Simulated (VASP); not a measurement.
# CaSe (F-43m) in VASP: further runs, part 2 of 2

VASP 6.6.1. The steps go on from the part before.

**4. Single point, r2SCAN (epitaxial_xy strain -2.5%)**

Contents of POSCAR:

```
CaSe
1.0
    0.0000000000      3.1975723331      3.4099357151
    3.1975723331      0.0000000000      3.4099357151
    3.1975723331      3.1975723331      0.0000000000
Ca Se
1 1
Direct
    0.0000000000      0.0000000000      0.0000000000
    0.2500000000      0.2500000000      0.2500000000
```

Contents of INCAR.step1:

```
ALGO     = Normal         # electronic algorithm
EDIFF    = 1E-4           # SCF threshold, eV
ENCUT    = 520            # plane-wave cutoff, eV
GGA      = PE             # functional
ISMEAR   = 0              # smearing method
LASPH    = True           # aspherical terms in the spheres
LCHARG   = False          # write CHGCAR
LREAL    = False          # projectors in reciprocal space
LWAVE    = True           # write WAVECAR
NBANDS   = 15             # bands
NELM     = 100            # most SCF steps
PREC     = Accurate       # precision mode
SIGMA    = 0.01           # smearing width, eV
```

Contents of INCAR.step2:

```
ALGO     = Normal         # electronic algorithm
EDIFF    = 1E-7           # SCF threshold, eV
ENCUT    = 520            # plane-wave cutoff, eV
ISIF     = 2              # what is computed and relaxed
ISMEAR   = 0              # smearing method
ISTART   = 1            
LASPH    = True           # aspherical terms in the spheres
LCHARG   = False          # write CHGCAR
LMIXTAU  = True         
LREAL    = False          # projectors in reciprocal space
LWAVE    = False          # write WAVECAR
METAGGA  = R2SCAN         # meta-GGA
NBANDS   = 15             # bands
NELM     = 100            # most SCF steps
PREC     = Accurate       # precision mode
SIGMA    = 0.01           # smearing width, eV
```

Contents of KPOINTS:

```
k-points
0
Gamma
  6 6 6
```

Potentials or basis: VASP PAW PBE potentials, release 64 (Ca_sv, Se).

Run with:

```console
$ cat potpaw_PBE.64/Ca_sv/POTCAR potpaw_PBE.64/Se/POTCAR > POTCAR
$ cp INCAR.step1 INCAR
$ mpirun -np 1 vasp_std > vasp.out
$ cp INCAR.step2 INCAR
$ mpirun -np 1 vasp_std > vasp.out
```

OUTCAR:

```text
EDIFF = 1E-7
   ENCUT = 520
   ISIF = 2
   ISMEAR = 0
   ISTART = 1
   LASPH = True
   LREAL = False
   METAGGA = R2SCAN
   NELM = 100
   PREC = Accurate

 ion  position               nearest neighbor table
   1  0.000  0.000  0.000-   2 2.83   2 2.83   2 2.83   2 2.83
   2  0.250  0.250  0.250-   1 2.83   1 2.83   1 2.83   1 2.83

  LATTYP: Found a body centered tetragonal cell.
 ALAT       =     4.5220501601
 C/A-ratio  =     1.5081370592

  Lattice vectors:

 A1 = (  -3.1975723331,   0.0000000000,   3.4099357151)
 A2 = (   3.1975723331,   0.0000000000,   3.4099357151)
 A3 = (   0.0000000000,   3.1975723331,  -3.4099357151)

Analysis of symmetry for initial positions (statically):
=====================================================================
 Subroutine PRICEL returns:
 Original cell was already a primitive cell.

 Routine SETGRP: Setting up the symmetry group for a
 body centered tetragonal supercell.

 Subroutine GETGRP returns: Found  8 space group operations
 (whereof  8 operations were pure point group operations)
 out of a pool of 16 trial point group operations.

[... 177 lines left out ...]
      6      -0.6864      2.00000
      7      -0.5891      2.00000
      8      -0.5891      2.00000
      9       3.1788      0.00000
     10       5.2588      0.00000
     11       5.6009      0.00000
     12       7.2689      0.00000
     13       7.5901      0.00000
     14       7.5901      0.00000
[... 401 lines left out ...]
      2     -21.2784      2.00000
      3     -21.2486      2.00000
      4     -21.2257      2.00000
      5     -10.9131      2.00000
      6      -1.6156      2.00000
      7      -0.8167      2.00000
      8      -0.6247      2.00000
      9       3.6676      0.00000
     10       5.1153      0.00000
     11       5.9085      0.00000
     12       6.4677      0.00000
     13       6.6607      0.00000
     14       7.9080      0.00000
     15       9.2857      0.00000

 [... further k-points ...]

------------------------ aborting loop because EDIFF is reached ----------------------------------------

  FORCE on cell =-STRESS in cart. coord.  units (eV):
  Direction    XX          YY          ZZ          XY          YZ          ZX
  --------------------------------------------------------------------------------------
  -------------------------------------------------------------------------------------
  Total        0.2896498      0.2896498      0.0921392      0.0000000      0.0000000     -0.0000000
  in kB        6.6552879      6.6552879      2.1170829      0.0000000      0.0000000     -0.0000000
  external PRESSURE =       5.1425529 kB  Pullay stress =       0.0000000 kB

 VOLUME and BASIS-vectors are now :
 -----------------------------------------------------------------------------
  energy-cutoff  :      520.00
  volume of cell :       69.73
      direct lattice vectors                 reciprocal lattice vectors
     0.000000000  3.197572333  3.409935715    -0.156368628  0.156368628  0.146630330
     3.197572333  0.000000000  3.409935715     0.156368628 -0.156368628  0.146630330
     3.197572333  3.197572333  0.000000000     0.156368628  0.156368628 -0.146630330

 POSITION                                       TOTAL-FORCE (eV/Angst)
 -----------------------------------------------------------------------------------
      0.00000      0.00000      0.00000        -0.000000     -0.000000      0.000000
      1.59879      1.59879      1.70497         0.000000      0.000000     -0.000000
 -----------------------------------------------------------------------------------
    total drift:                                0.000000      0.000000     -0.000000

  FREE ENERGIE OF THE ION-ELECTRON SYSTEM (eV)
  ---------------------------------------------------
  free  energy   TOTEN  =       -25.3544482965 eV

  energy  without entropy=      -25.3544482965  energy(sigma->0) =      -25.35444830
```

OUTCAR.step1:

```text
EDIFF = 1E-4
   ENCUT = 520
   GGA = PE
   ISMEAR = 0
   LASPH = True
[... 654 lines left out ...]
 -----------------------------------------------------------------------------------
      0.00000      0.00000      0.00000         0.000000      0.000000      0.000000
      1.59879      1.59879      1.70497        -0.000000     -0.000000     -0.000000
 -----------------------------------------------------------------------------------
    total drift:                               -0.000000     -0.000000      0.000000

  FREE ENERGIE OF THE ION-ELECTRON SYSTEM (eV)
  ---------------------------------------------------
  free  energy   TOTEN  =        -8.9604809581 eV

  energy  without entropy=       -8.9604809581  energy(sigma->0) =       -8.96048096
```

OSZICAR.step1:

```text
N       E                     dE             d eps       ncg     rms          rms(c)
DAV:   1     0.106640622571E+03    0.10664E+03   -0.71865E+03   900   0.943E+02
DAV:   2    -0.375832550248E+01   -0.11040E+03   -0.10502E+03  1117   0.229E+02
DAV:   3    -0.904992630344E+01   -0.52916E+01   -0.52454E+01  1272   0.475E+01
DAV:   4    -0.938662478918E+01   -0.33670E+00   -0.33647E+00  1278   0.997E+00
DAV:   5    -0.938929293828E+01   -0.26681E-02   -0.26680E-02  1216   0.104E+00    0.436E+00
DAV:   6    -0.899086049836E+01    0.39843E+00   -0.51449E-01  1012   0.313E+00    0.252E+00
DAV:   7    -0.894683811568E+01    0.44022E-01   -0.22061E-01  1237   0.246E+00    0.104E+00
DAV:   8    -0.895923897496E+01   -0.12401E-01   -0.28558E-02  1054   0.128E+00    0.203E-01
DAV:   9    -0.895945585387E+01   -0.21688E-03   -0.22484E-03  1201   0.408E-01    0.105E-01
DAV:  10    -0.896034526542E+01   -0.88941E-03   -0.79207E-04  1012   0.157E-01    0.324E-02
DAV:  11    -0.896048081112E+01   -0.13555E-03   -0.23254E-04  1158   0.874E-02    0.118E-02
DAV:  12    -0.896048095809E+01   -0.14696E-06   -0.10714E-05   737   0.189E-02
   1 F= -.89604810E+01 E0= -.89604810E+01  d E =-.845175E-16
```

It took 1.8 min on 1 thread of Intel Xeon Platinum 8375C at 2.90GHz (Ice Lake), shared host; peak memory 0.23 GiB.

What came out:

* Free energy: -25.3544 eV
* Pressure: 0.5 GPa
* Band gap on the k mesh: 3.60 eV, indirect (least direct gap 3.77 eV)

Caveat: the PAW data sets were made with another functional, which shifts forces and pressure a little. A k mesh can miss the band edges.

**5. Overview**

| level | cell | smearing | gap on the mesh (eV) | pressure (GPa) |
| --- | --- | --- | --- | --- |
| PBE | as given | fermi-dirac 0.02 eV | 3.21 | 0.6 |
| r2SCAN | hydrostatic strain -1.5% | gaussian 0.01 eV | 3.84 | 2.0 |
| r2SCAN | epitaxial_xy strain -2.5% | gaussian 0.01 eV | 3.60 | 0.5 |

Alike in all rows: task single point; potentials or basis VASP PAW PBE potentials, release 64 (Ca_sv, Se); no spin polarisation; k mesh 6 × 6 × 6; cutoff (eV) 520.

Caveats: the PAW data sets were made with another functional, which shifts forces and pressure a little (some runs).

Total energies depend on the potentials used, so only differences within one code and one set of settings carry meaning.
